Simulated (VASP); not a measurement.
# Be (P1) in VASP: notebook

Runs on Be. Level: PBEsol. Tasks: single point.

Program: VASP 6.6.1. These are calculated values, not measurements. Logs are shortened: lines on timing, memory, paths and dates and some standing lists are left out, and cuts for length are marked.

### 1 Starting point

The typed cell holds 36 atoms: a = 7.181 Å, b = 7.181 Å, c = 7.484 Å, α = 90.00°, β = 90.00°, γ = 120.00°.

### 2 Single point, PBEsol

File INCAR:

```
SYSTEM = Be
PREC = Accurate ; ENCUT = 520
EDIFF = 1E-7 ; ISMEAR = -1
SIGMA = 0.3 ; LREAL = Auto
LASPH = .TRUE. ; NELM = 100
ALGO = Fast ; ISIF = 2
LWAVE = .FALSE. ; LCHARG = .FALSE.
GGA = PS ; NBANDS = 60
```

File KPOINTS:

```
regular mesh
0
G
  2 2 2
  0 0 0
```

File POSCAR:

```
Be
1.0
    7.1812630000      0.0000000000      0.0000000000
   -3.5906320000      6.2191560000      0.0000000000
    0.0000000000      0.0000000000      7.4842370000
Be
36
Direct
    0.0664446749      0.1776446836      0.1814613834
    0.2225451593      0.0627898705      0.3404355046
    0.1456257767      0.2460784068      0.5894522047
    0.2336928462      0.1049981702      0.8931170940
    0.1393842216      0.5445433432      0.0218191915
    0.2222312422      0.5329983683      0.4224077885
    0.0958553640      0.5315673059      0.7000045562
    0.2734808229      0.3962917155      0.8558788291
    0.1725032110      0.9489390522      0.1082141039
    0.1240230369      0.6989694422      0.2946592953
    0.1049237377      0.9177451088      0.6190477399
    0.1858967671      0.8367534116      0.8633612217
    0.5326559596      0.3083698174      0.0980193439
    0.5828952840      0.1756026059      0.3770324216
    0.4249273195      0.2067643905      0.6718119696
    0.5516400762      0.1416108552      0.9043540444
    0.5572848275      0.6228176299      0.1011459151
    0.4531445280      0.3690854515      0.3354917809
    0.4430401958      0.5629059634      0.5916568382
    0.6117774535      0.5587414112      0.8123606989
    0.3764136072      0.8474622602      0.1005713742
    0.5218849092      0.7701688139      0.3187499273
    0.4617959600      0.9311392092      0.6044303514
    0.4371251377      0.7392321402      0.8467663437
    0.8503213551      0.3330837818      0.1614593445
    0.8175451566      0.0300523093      0.4570940231
    0.7751474200      0.2066035970      0.6262629043
    0.9391731378      0.1444729799      0.8937450805
    0.7910230654      0.5349600492      0.2229753013
    0.8867151224      0.4225814564      0.4269105855
    0.7553859337      0.5348153351      0.6056596016
    0.8690174567      0.4503504977      0.8567874053
    0.7704405931      0.9501771623      0.1102851233
    0.9419233093      0.8188249338      0.3984908548
    0.7632894216      0.8327174941      0.6593190461
    0.9042840804      0.7634315653      0.9606189649
```

Potentials or basis: VASP PAW PBE potentials, release 64 (Be).

The run is started by

```sh
$ cat potpaw_PBE.64/Be/POTCAR > POTCAR
$ mpirun -np 1 vasp_std > vasp.out
```

OUTCAR:

```text
SYSTEM = Be
   PREC = Accurate
   ENCUT = 520
   EDIFF = 1E-7
   ISMEAR = -1
   LREAL = Auto
   LASPH = .TRUE.
   NELM = 100
   ISIF = 2
   GGA = PS

 ion  position               nearest neighbor table
   1  0.066  0.178  0.181-  33 2.00   2 2.07   9 2.20  28 2.30  25 2.33
   2  0.223  0.063  0.340-   9 1.88  34 1.95  18 1.98   1 2.07  11 2.29  14 2.31  10 2.37
   3  0.146  0.246  0.589-  19 2.21   6 2.23   8 2.23  11 2.24  15 2.25  26 2.30
   4  0.234  0.105  0.893-  12 1.79   9 1.88   8 1.98  15 2.04  16 2.17  28 2.27  11 2.37
   5  0.139  0.545  0.022-  21 2.07  32 2.11  25 2.13   8 2.15  12 2.28  24 2.29  10 2.35
   6  0.222  0.533  0.422-  10 1.92  19 1.96  22 2.11  30 2.13   3 2.23   7 2.27
   7  0.096  0.532  0.700-  32 1.85   6 2.27   8 2.27  12 2.30  27 2.38
   8  0.273  0.396  0.856-   4 1.98  20 2.13  24 2.13   5 2.15  28 2.18   3 2.23   7 2.27  19 2.32
[... 7 lines left out ...]
  13  0.533  0.308  0.098-  16 1.93  18 1.98  29 1.99  17 2.18  25 2.25
  14  0.583  0.176  0.377-  30 2.04  18 2.05  27 2.26  23 2.28   2 2.31  25 2.32
  15  0.425  0.207  0.672-   4 2.04  16 2.12  23 2.18  11 2.23   3 2.25
  16  0.552  0.142  0.904-  13 1.93  15 2.12   4 2.17  32 2.28  21 2.35
  17  0.557  0.623  0.101-  22 2.03  33 2.07  13 2.18  29 2.26  20 2.28  18 2.36
  18  0.453  0.369  0.335-  13 1.98   2 1.98  14 2.05  29 2.26  17 2.36
  19  0.443  0.563  0.592-   6 1.96  20 2.06  35 2.20   3 2.21  24 2.30   8 2.32  31 2.35
  20  0.612  0.559  0.812-  31 1.91  35 2.06  19 2.06   8 2.13  36 2.17  24 2.22  17 2.28  32 2.36

  21  0.376  0.847  0.101-   9 1.94   5 2.07  10 2.14  22 2.16  24 2.18  12 2.22  16 2.35
  22  0.522  0.770  0.319-  17 2.03   6 2.11  21 2.16  33 2.23  26 2.26
  23  0.462  0.931  0.604-  27 2.13  15 2.18  24 2.23  14 2.28
  24  0.437  0.739  0.847-   8 2.13  21 2.18  20 2.22  23 2.23  12 2.24   5 2.29  19 2.30
  25  0.850  0.333  0.161-  29 1.76  30 2.06   5 2.13  13 2.25  14 2.32   1 2.33
  26  0.818  0.030  0.457-  27 1.92  35 1.97  34 2.16  22 2.26   3 2.30
  27  0.775  0.207  0.626-  26 1.92  30 2.01  23 2.13  14 2.26  32 2.31   7 2.38
  28  0.939  0.144  0.894-  33 2.09   8 2.18   4 2.27   1 2.30
  29  0.791  0.535  0.223-  25 1.76  13 1.99  30 2.00  10 2.14  34 2.20  17 2.26  18 2.26
  30  0.887  0.423  0.427-  29 2.00  27 2.01  31 2.02  14 2.04  25 2.06  10 2.11   6 2.13
  31  0.755  0.535  0.606-  20 1.91  30 2.02  35 2.15  32 2.25  19 2.35  34 2.37
  32  0.869  0.450  0.857-   7 1.85   5 2.11  31 2.25  36 2.27  16 2.28  27 2.31  20 2.36
  33  0.770  0.950  0.110-   1 2.00  17 2.07  28 2.09  22 2.23  36 2.29
  34  0.942  0.819  0.398-  11 1.94   2 1.95  10 2.04  26 2.16  29 2.20  35 2.37  31 2.37
  35  0.763  0.833  0.659-  26 1.97  20 2.06  31 2.15  19 2.20  11 2.23  34 2.37
  36  0.904  0.763  0.961-  12 1.96   9 2.03  20 2.17  32 2.27  33 2.29

  LATTYP: Found a hexagonal cell.
 ALAT       =     7.1812630000
 C/A-ratio  =     1.0421895146

  Lattice vectors:

 A1 = (   7.1812630000,   0.0000000000,   0.0000000000)
 A2 = (  -3.5906320000,   6.2191560000,   0.0000000000)
 A3 = (   0.0000000000,   0.0000000000,   7.4842370000)

Analysis of symmetry for initial positions (statically):
[... 193 lines left out ...]
   IALGO  =     68    algorithm
   IMIX   =      4    mixing-type and parameters
     AMIX     =   0.40;   BMIX     =  1.00
     AMIX_MAG =   1.60;   BMIX_MAG =  1.00
  volume/ion in A,a.u.               =       9.28        62.66
  Fermi-wavevector in a.u.,A,eV,Ry     =   0.981354  1.854490 13.103170  0.963056
  Thomas-Fermi vector in A             =   2.112354
   LORBIT       =      0    0 simple, 1 ext, 2 COOP (PROOUT), +10 PAW based schemes
   GGA     = PS    functional components
   LHFCALC =     F    Hartree Fock is set to
   AEXX    =    0.0000 exact exchange contribution
   IVDW    =     0    specifies the selected vdW correction
   LEPSILON=     F    determine dielectric tensor
   LRPA    =     F    only Hartree local field effects (RPA)
 non-spin polarized calculation
 RMM-DIIS sequential band-by-band and
  energy-cutoff  :      520.00
  volume of cell :      334.26
 maximum number of plane-waves:      9040
 NGX is ok and might be reduce to    54
   NGX = 27   NGY = 27   NGZ = 27

 number of electron      72.0000000 magnetization

 Free energy of the ion-electron system (eV)
  ---------------------------------------------------
  ext. energy  EPLUGINS =         0.00000000
  ---------------------------------------------------
  free energy    TOTEN  =      -127.13657695 eV

  energy without entropy =     -124.86433906  energy(sigma->0) =     -126.00045800

 E-fermi :   5.3277     XC(G=0): -10.0223

 val. band max:        5.3120090840   @ k =   0.5000   0.0000   0.0000
 cond. band min:       5.3820956218   @ k =   0.0000   0.0000   0.0000
 fundamental gap:      0.0700865379
 Fermi energy:         5.3276811796

 k-point     1 :       0.0000    0.0000    0.0000
  band No.  band energies     occupation
      1      -4.8068      2.00000
      2      -2.9033      2.00000
      3      -2.8778      2.00000
      4      -2.1967      2.00000
      5      -2.0539      2.00000
      6      -1.9159      2.00000
[... 397 lines left out ...]
     47       7.7942      0.00054
     48       7.9720      0.00030
 [bands above 48 left out]

------------------------ aborting loop because EDIFF is reached ----------------------------------------

  FORCE on cell =-STRESS in cart. coord.  units (eV):
  Direction    XX          YY          ZZ          XY          YZ          ZX
  --------------------------------------------------------------------------------------
  -------------------------------------------------------------------------------------
  Total       -0.7943410      0.1880138     -3.7137200     -1.3497834      2.5817277     -2.9057209
  in kB       -3.8074812      0.9011986    -17.8008164     -6.4698594     12.3748857    -13.9278689
  external PRESSURE =      -6.9023663 kB  Pullay stress =       0.0000000 kB

 VOLUME and BASIS-vectors are now :
 -----------------------------------------------------------------------------
  energy-cutoff  :      520.00
  volume of cell :      334.26
      direct lattice vectors                 reciprocal lattice vectors
     7.181263000  0.000000000  0.000000000     0.139251271  0.080396772  0.000000000
    -3.590632000  6.219156000  0.000000000     0.000000000  0.160793522  0.000000000
     0.000000000  0.000000000  7.484237000     0.000000000  0.000000000  0.133614155

 POSITION                                       TOTAL-FORCE (eV/Angst)
 -----------------------------------------------------------------------------------
     -0.16070      1.10480      1.35810         0.534248      1.278364     -0.470233
      1.37270      0.39050      2.54790         1.415205      0.414675      2.557869
      0.16220      1.53040      4.41160        -0.517118     -0.125554      0.037261
      1.30120      0.65300      6.68430        -1.845195      1.586686     -0.774044
     -0.95430      3.38660      0.16330        -0.107285      0.224229     -0.193609
     -0.31790      3.31480      3.16140         0.860860     -1.264871     -0.406488
[... 28 lines left out ...]
      2.49140      5.17880      4.93450        -0.361476      0.375596      0.530618
      3.75270      4.74790      7.18950        -1.666772      0.043652     -0.643156
 -----------------------------------------------------------------------------------
    total drift:                                0.001324     -0.001280     -0.000845

  FREE ENERGIE OF THE ION-ELECTRON SYSTEM (eV)
  ---------------------------------------------------
  free  energy   TOTEN  =      -127.1365769502 eV

  energy  without entropy=     -124.8643390589  energy(sigma->0) =     -126.00045800
```

OSZICAR:

```text
N       E                     dE             d eps       ncg     rms          rms(c)
DAV:   1     0.785963707829E+02    0.78596E+02   -0.27212E+04   960   0.101E+03
DAV:   2    -0.119126878125E+03   -0.19772E+03   -0.18273E+03  1180   0.171E+02
DAV:   3    -0.131716508381E+03   -0.12590E+02   -0.12080E+02  1248   0.366E+01
DAV:   4    -0.131982894806E+03   -0.26639E+00   -0.26424E+00  1208   0.579E+00
DAV:   5    -0.131988144905E+03   -0.52501E-02   -0.52392E-02  1256   0.674E-01    0.867E+00
RMM:   6    -0.127794988566E+03    0.41932E+01   -0.53619E+00  1000   0.475E+00    0.423E+00
RMM:   7    -0.127204355301E+03    0.59063E+00   -0.16988E+00  1098   0.278E+00    0.168E+00
RMM:   8    -0.127141018409E+03    0.63337E-01   -0.19269E-01  1220   0.126E+00    0.585E-01
RMM:   9    -0.127136895356E+03    0.41231E-02   -0.25428E-02  1173   0.515E-01    0.171E-01
RMM:  10    -0.127136550931E+03    0.34443E-03   -0.52554E-03  1220   0.241E-01    0.477E-02
RMM:  11    -0.127136563186E+03   -0.12255E-04   -0.95924E-04  1215   0.101E-01    0.127E-02
RMM:  12    -0.127136575383E+03   -0.12197E-04   -0.21236E-04  1233   0.430E-02    0.620E-03
RMM:  13    -0.127136576225E+03   -0.84188E-06   -0.27074E-05  1174   0.163E-02    0.166E-03
RMM:  14    -0.127136576650E+03   -0.42520E-06   -0.69230E-06  1237   0.723E-03    0.814E-04
RMM:  15    -0.127136576929E+03   -0.27884E-06   -0.13435E-06   979   0.329E-03    0.216E-04
RMM:  16    -0.127136576950E+03   -0.21143E-07   -0.36835E-07   797   0.161E-03
   1 F= -.12713658E+03 E0= -.12600046E+03  d E =-.227224E+01
```

stdout:

```text
POSCAR found type information on POSCAR Be
 POSCAR found :  1 types and      36 ions
 scaLAPACK will be used
 -----------------------------------------------------------------------------
|                                                                             |
|                                                                             |
|     You enforced a specific xc type in the INCAR file but a different       |
|     I HOPE YOU KNOW WHAT YOU ARE DOING!                                     |
|                                                                             |
 -----------------------------------------------------------------------------

 LDA part: xc-table for (Slater+PW92), standard interpolation
 POSCAR, INCAR and KPOINTS ok, starting setup
 FFT: planning ... GRIDC
 FFT: planning ... GRID_SOFT
 FFT: planning ... GRID
 WAVECAR not read
 entering main loop
```

It took 4.8 min on 1 thread of Intel Xeon Platinum 8559C (Emerald Rapids), shared host; peak memory 0.42 GiB.

What came out:

```
Free energy            : -127.1366 eV
Pressure               : -0.7 GPa
Largest force          : 4.405 eV/Å
Band gap on the k mesh : none (metal or under the smearing width)
```

Forces on the atoms (eV/Å):
```
Be   0.534  1.278 -0.470
Be   1.415  0.415  2.558
Be  -0.517 -0.126  0.037
Be  -1.845  1.587 -0.774
Be  -0.107  0.224 -0.194
Be   0.861 -1.265 -0.406
Be   1.660  0.555 -1.499
Be   0.343  0.544  0.109
Be  -0.742 -0.707  0.724
Be  -0.268  0.904 -0.663
Be   0.452  0.103  0.577
Be   3.147 -2.294 -0.898
Be  -0.973 -0.615 -0.332
Be   0.556 -0.473  0.119
Be   0.042  0.928 -1.315
Be   1.468 -1.786 -1.188
Be  -0.361 -0.799 -1.132
Be  -1.608  2.394  1.101
Be   0.408  0.262  0.739
Be  -0.396 -0.874  1.803
Be   2.216  0.523  0.174
Be   0.215  0.241  1.594
Be   0.207 -1.236 -0.146
Be   0.451 -0.177  0.252
Be   2.266 -3.334 -1.777
Be  -0.122  0.862 -2.593
Be  -0.847  1.011  2.311
Be  -0.303  1.213 -0.221
Be  -2.381  2.191  0.435
Be   1.575  0.724  0.043
Be   0.584  0.117 -0.674
Be  -2.378 -0.991  1.759
Be  -1.421 -0.757  0.928
Be  -2.103 -1.061 -0.869
Be  -0.361  0.376  0.531
Be  -1.667  0.044 -0.643
```

Levels at points of the mesh, in eV from the Fermi level:
```tsv
k point	band 34	band 35	band 36	band 37	band 38	band 39
(0.00, 0.00, 0.00)	-0.05	0.05	0.25	0.44	0.56	0.66
(0.50, 0.00, 0.00)	-0.50	-0.46	-0.12	-0.02	0.19	0.48
(0.00, 0.50, 0.00)	-0.59	-0.43	-0.31	-0.05	0.25	0.46
(0.50, 0.50, 0.00)	-0.68	-0.41	0.08	0.19	0.38	0.62
(0.00, 0.00, 0.50)	-0.91	-0.85	-0.25	-0.10	0.34	0.79
(0.50, 0.00, 0.50)	-0.93	-0.76	-0.41	0.08	0.51	0.86
(0.00, 0.50, 0.50)	-0.81	-0.62	-0.30	0.20	0.57	0.71
(0.50, 0.50, 0.50)	-0.69	-0.44	-0.19	0.21	0.38	0.74
```

Caveat: the k mesh is coarse (spacing up to 0.51 Å⁻¹), so the values aren't converged; the PAW data sets were made with another functional, which shifts forces and pressure a little.

[end of part 1 of 2]
